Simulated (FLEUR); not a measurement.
**Anisotropy of free Co(001) film, 1 layer with FLEUR**

Aim: the anisotropy of free Co(001) film, 1 layer from single passes in the potential of one collinear state.

Method: PBE; all-electron FLAPW film, Dirac cores, scalar-relativistic bands, in FLEUR MaX-R8.1.

Most raw output is cut from this account.

### 1. Starting point

The cell holds 1 atom: 1 Co. Its edges and angles: a = 2.507 Å, b = 2.507 Å, c = 14.000 Å, α = 90.0°, β = 90.0°, γ = 90.0°. Layers at typed spacings, unrelaxed. Vacuum lies along c.

Coordinates:

```
Co
1.0
     2.50670    0.00000    0.00000
     0.00000    2.50670    0.00000
     0.00000    0.00000   14.00000
Co
1
Direct
  0.00000 0.00000 0.50000
```

### 2. Self-consistent state

The force theorems are single passes in this state's potential, so it has to be converged first.

No symmetry is used, so that later steps may turn the spins freely; k and −k are joined. FLEUR takes the sheet as a true film: the images along c are dropped, heights are typed in bohr, and the vacuum on both sides is semi-infinite. inpgen writes inp.xml from crystal.txt; cutoffs, mixing, functional, smearing and local orbitals are then set in the file. The k list scf (kpts.xml, not shown) is a Γ-centred 12×12×1 mesh; where the ranks do not divide the number of points, some are split in two of half the weight.

File inp.xml:

```
<?xml version="1.0" encoding="UTF-8" standalone="no"?>
<fleurInput fleurInputVersion="0.39">
   <comment>
      Co
   </comment>
   <calculationSetup>
      <cutoffs Kmax="3.64" Gmax="10.9" GmaxXC="10.9" numbands="0"/>
      <scfLoop itmax="150" minDistance="0.00002" maxIterBroyd="15" imix="Anderson" alpha="0.03" precondParam="0.0" spinf="2.0" sdNocoIR="T"/>
      <coreElectrons ctail="F" frcor="F" kcrel="0" coretail_lmax="0"/>
      <xcFunctional name="pbe" relativisticCorrections="F"/>
      <magnetism jspins="2" l_noco="F" l_ss="F">
         <qss>0.0 0.0 0.0</qss>
         <mtNocoParams l_mperp="F" l_mtNocoPot="F" l_relaxSQA="F" mag_mixing_scheme="0" mix_RelaxWeightOffD="1.0" l_constrained="F" mix_constr="1.0"/>
         <sourceFreeMag l_sourceFree="F" l_scaleMag="F" mag_scale="1.0"/>
      </magnetism>
      <soc l_soc="F" theta="0.0" phi="0.0" spav="F"/>
      <expertModes spex="0" secvar="F"/>
      <geometryOptimization l_f="F" forcealpha="1.0" forcemix="BFGS" epsdisp="0.00001" epsforce="0.00001"/>
      <ldaU l_linMix="F" mixParam="0.05" spinf="1.0"/>
   </calculationSetup>
   <cell>
      <bzIntegration valenceElectrons="17.0" mode="hist" fermiSmearingEnergy="0.00183747">
         <kPointListSelection listName="scf"/>
         <xi:include xmlns:xi="http://www.w3.org/2001/XInclude" href="kpts.xml"> </xi:include>
      </bzIntegration>
      <xi:include xmlns:xi="http://www.w3.org/2001/XInclude" href="sym.xml"> </xi:include>
      <filmLattice scale="1.0" dVac="5.3" dTilda="7.8">
         <bravaisMatrixFilm>
            <row-1>    4.7369764765348199     0.0000000000000000</row-1>
            <row-2>    0.0000000000000000     4.7369764765348199</row-2>
         </bravaisMatrixFilm>
         <vacuumEnergyParameters vacuum="1" spinUp="-.25" spinDown="-.25"/>
         <vacuumEnergyParameters vacuum="2" spinUp="-.25" spinDown="-.25"/>
      </filmLattice>
   </cell>
   <atomSpecies>
      <species name="Cobalt (Co2.000" element="Co" atomicNumber="27">
         <mtSphere radius="2.25" gridPoints="745" logIncrement="0.016"/>
         <atomicCutoffs lmax="8" lnonsphr="6"/>
         <electronConfig flipSpins="F">
            <coreConfig>(1s1/2) (2s1/2) (2p1/2) (2p3/2)</coreConfig>
            <valenceConfig>(3s1/2) (3p1/2) (3p3/2) (4s1/2) (3d3/2) (3d5/2)</valenceConfig>
            <stateOccupation state="(3d3/2)" spinUp="1.5" spinDown="1.3"/>
            <stateOccupation state="(3d5/2)" spinUp="3.0" spinDown="1.2"/>
         </electronConfig>
         <energyParameters s="4" p="4" d="3" f="4"/>
         <lo type="SCLO" l="0" n="3" eDeriv="0"/>
         <lo type="SCLO" l="1" n="3" eDeriv="0"/>
      </species>
   </atomSpecies>
   <atomGroups>
      <atomGroup species="Cobalt (Co2.000">
         <filmPos label="                   1">.0000000000 .0000000000 .0000000000</filmPos>
         <force calculate="T" relaxXYZ="TTT"/>
         <nocoParams  alpha="0.0" beta="0.0"/>
      </atomGroup>
   </atomGroups>
   <output dos="F" band="F" slice="F">
      <bandDOS minEnergy="-.5*Htr" maxEnergy="0.5*Htr" sigma="0.015" storeEVData="T"/>
      <plotting iplot="0" polar="F">
         <plot TwoD="T" vec1="  1.0  0.0  0.0" vec2="  0.0  1.0  0.0" vec3="  0.0  0.0  1.0" zero="  0.0  0.0 -0.5" file="plot"/>
      </plotting>
      <moessbauerParams electricFieldGradient="F" isomerShift="F" coreHyperfine="F" valenceHyperfine="F"/>
   </output>
</fleurInput>
```

File crystal.txt:

```
Co
&input film=T cartesian=F /
2.50670000000  0.00000000000  0.00000000000
0.00000000000  2.50670000000  0.00000000000
0.00000000000  0.00000000000  1.00000000000
1.8897261246
1.0 1.0 1.0

1
27 0.00000000000  0.00000000000  0.00000000000 : 2.000

&kpt div1=12 div2=12 div3=1 gamma=T /
```

Launch:

```sh
$ OMP_NUM_THREADS=1 inpgen -f crystal.txt -nosym -noco > inpgen.log  # inp.xml is then edited as shown
$ OMP_NUM_THREADS=1 mpirun -n 4 fleur_MPI > fleur.log
```

It took 41 s on 4 MPI ranks of Arm Neoverse V1, shared host; peak memory 0.49 GiB; 2.8 min of CPU time.

Read from the output:

```
free energy                                                       : -37916.3788 eV
program's band gap on this mesh (in a metal only a level spacing) : 6.40e-9 eV
magnetization                                                     : 1.992 μB
final state                                                       : ferromagnetic
largest moment                                                    : 2.063 μB
```

After 28 cycles the largest moment stands at 2.06 μB.

### 3. Energy against the direction of the moments, rung 1

Anisotropy is a small difference, so it is taken from sums over occupied states at a frozen potential, where most errors cancel.

One pass with spin–orbit coupling for each direction, from the saved density. Inversion lets half of the mesh serve, which the program's warning doesn't know. The k list mae (kpts.xml, not shown) is a Γ-centred 20×20×1 mesh.

inp.xml: that of step 2 with these lines changed.

```diff
@@ -6,4 +6,4 @@
    <calculationSetup>
-      <cutoffs Kmax="3.64" Gmax="10.9" GmaxXC="10.9" numbands="0"/>
-      <scfLoop itmax="150" minDistance="0.00002" maxIterBroyd="15" imix="Anderson" alpha="0.03" precondParam="0.0" spinf="2.0" sdNocoIR="T"/>
+      <cutoffs Kmax="3.64" Gmax="10.9" GmaxXC="10.9" numbands="33"/>
+      <scfLoop itmax="1" minDistance="0.00002" maxIterBroyd="15" imix="Anderson" alpha="0.03" precondParam="0.0" spinf="2.0" sdNocoIR="T"/>
       <coreElectrons ctail="F" frcor="F" kcrel="0" coretail_lmax="0"/>
@@ -15,3 +15,3 @@
       </magnetism>
-      <soc l_soc="F" theta="0.0" phi="0.0" spav="F"/>
+      <soc l_soc="T" theta="0.0" phi="0.0" spav="F"/>
       <expertModes spex="0" secvar="F"/>
@@ -22,3 +22,3 @@
       <bzIntegration valenceElectrons="17.0" mode="hist" fermiSmearingEnergy="0.00183747">
-         <kPointListSelection listName="scf"/>
+         <kPointListSelection listName="mae"/>
          <xi:include xmlns:xi="http://www.w3.org/2001/XInclude" href="kpts.xml"> </xi:include>
@@ -64,2 +64,5 @@
    </output>
+   <forceTheorem>
+      <MAE theta="0.0 1.5707963 1.5707963" phi="0.0 0.0 1.5707963"/>
+   </forceTheorem>
 </fleurInput>
```

Launch:

```sh
$ OMP_NUM_THREADS=1 mpirun -n 4 fleur_MPI -warn_only > fleur.log
```

Elapsed: 6.8 s, on 4 MPI ranks; peak memory 0.33 GiB; 27 s of CPU time.

Anisotropy energies, by row:

```tsv
axis	x	y	z	band energy less the first axis' (meV a cell)
z	0	0	1	0
x	1	0	0	-1.257
y	0	1	0	-1.257
```

Shape anisotropy is not in these numbers.

### 4. Energy against the direction of the moments, rung 2

A second rung shows how far the first can be trusted.

The k list mae (kpts.xml, not shown) is a Γ-centred 30×30×1 mesh.

inp.xml is that of step 3.

Run time: 13 s. Hardware: 4 MPI ranks; peak memory 0.42 GiB; 50 s of CPU time.

Anisotropy energies, by row:

```tsv
axis	x	y	z	band energy less the first axis' (meV a cell)
z	0	0	1	0
x	1	0	0	-1.228
y	0	1	0	-1.228
```

### 5. Spin–orbit coupling, moments along z

Spin–orbit coupling ties the spins to the lattice and lets orbital moments form.

A new self-consistent run of the start ferro +, with the moments along z. The k list default-1 (kpts.xml, not shown) is a Γ-centred 30×30×1 mesh.

inp.xml: that of step 2 with these lines changed.

```diff
@@ -6,12 +6,8 @@
    <calculationSetup>
-      <cutoffs Kmax="3.64" Gmax="10.9" GmaxXC="10.9" numbands="0"/>
+      <cutoffs Kmax="3.64" Gmax="10.9" GmaxXC="10.9" numbands="37"/>
       <scfLoop itmax="150" minDistance="0.00002" maxIterBroyd="15" imix="Anderson" alpha="0.03" precondParam="0.0" spinf="2.0" sdNocoIR="T"/>
-      <coreElectrons ctail="F" frcor="F" kcrel="0" coretail_lmax="0"/>
+      <coreElectrons ctail="T" frcor="F" kcrel="0" coretail_lmax="0"/>
       <xcFunctional name="pbe" relativisticCorrections="F"/>
-      <magnetism jspins="2" l_noco="F" l_ss="F">
-         <qss>0.0 0.0 0.0</qss>
-         <mtNocoParams l_mperp="F" l_mtNocoPot="F" l_relaxSQA="F" mag_mixing_scheme="0" mix_RelaxWeightOffD="1.0" l_constrained="F" mix_constr="1.0"/>
-         <sourceFreeMag l_sourceFree="F" l_scaleMag="F" mag_scale="1.0"/>
-      </magnetism>
-      <soc l_soc="F" theta="0.0" phi="0.0" spav="F"/>
+      <magnetism jspins="2"/>
+      <soc l_soc="T" theta="0.0" phi="0.0" spav="F"/>
       <expertModes spex="0" secvar="F"/>
@@ -22,3 +18,3 @@
       <bzIntegration valenceElectrons="17.0" mode="hist" fermiSmearingEnergy="0.00183747">
-         <kPointListSelection listName="scf"/>
+         <kPointListSelection listName="default-1"/>
          <xi:include xmlns:xi="http://www.w3.org/2001/XInclude" href="kpts.xml"> </xi:include>
@@ -32,3 +28,2 @@
          <vacuumEnergyParameters vacuum="1" spinUp="-.25" spinDown="-.25"/>
-         <vacuumEnergyParameters vacuum="2" spinUp="-.25" spinDown="-.25"/>
       </filmLattice>
@@ -54,3 +49,2 @@
          <force calculate="T" relaxXYZ="TTT"/>
-         <nocoParams  alpha="0.0" beta="0.0"/>
       </atomGroup>
```

crystal.txt: that of step 2 with these lines changed.

```diff
@@ -11,2 +11,3 @@
 
-&kpt div1=12 div2=12 div3=1 gamma=T /
+&soc 0.0000000 0.0000000 /
+&kpt div1=30 div2=30 div3=1 gamma=T /
```

Launch:

```sh
$ OMP_NUM_THREADS=1 inpgen -f crystal.txt > inpgen.log  # inp.xml is then edited as shown
$ OMP_NUM_THREADS=1 mpirun -n 4 fleur_MPI > fleur.log
```

Run time: 66 s. Hardware: 4 MPI ranks; peak memory 0.31 GiB.

Numbers from this step:

```
free energy                                                       : -37916.4006 eV
program's band gap on this mesh (in a metal only a level spacing) : 0 eV
magnetization                                                     : 2.055 μB
final state                                                       : ferromagnetic
largest moment                                                    : 2.102 μB
orbital moment along the spin                                     : 0.1181 μB
```

Orbital moment in the sphere, along the spin axis by atom:

```tsv
atom	orbital moment in the sphere, along the spin axis (μB)
Co1	0.118
```

### 6. What came out

| Property | Result |
| --- | --- |
| reference state | ferromagnetic |
| largest sphere moment | 2.06 μB |
| easy direction of those tried | the plane normal to z |
| energy along x less z, force theorem | -1.23 meV a primitive cell |
| orbital moment on the atom of largest spin, along its spin (spin–orbit run) | 0.118 μB |

By the force theorem the moments prefer the plane normal to z, with no direction in it resolved; shape anisotropy is not in it, and in a film it favours the plane. The difference for the second direction goes from -1.3 meV (mesh 20×20×1, 33 states, 27 s of CPU time) to -1.2 meV (mesh 30×30×1, 33 states, 50 s). The orbital moment is parallel to the spin, as Hund's third rule has it for a shell over half filled. The state was typed, and no other order was converged beside it, so it need not be the ground state.

[Logs and program files are shortened in this print: banners, set-up blocks, solver, clock and traceback lines can be left out without a mark of their own.]

[Logs are printed without paths, hosts, clocks, repeated set-up lines and the standing remarks that a program may print on its own settings, such as how far it seeks lower states.]

[Hosts, paths, dates, database ids (printed as entryN), source tags and the programs' standing remarks are cut or masked in the printed files.]

[Where a cell is said to come from a database of computed structures, the database is the Materials Project.]
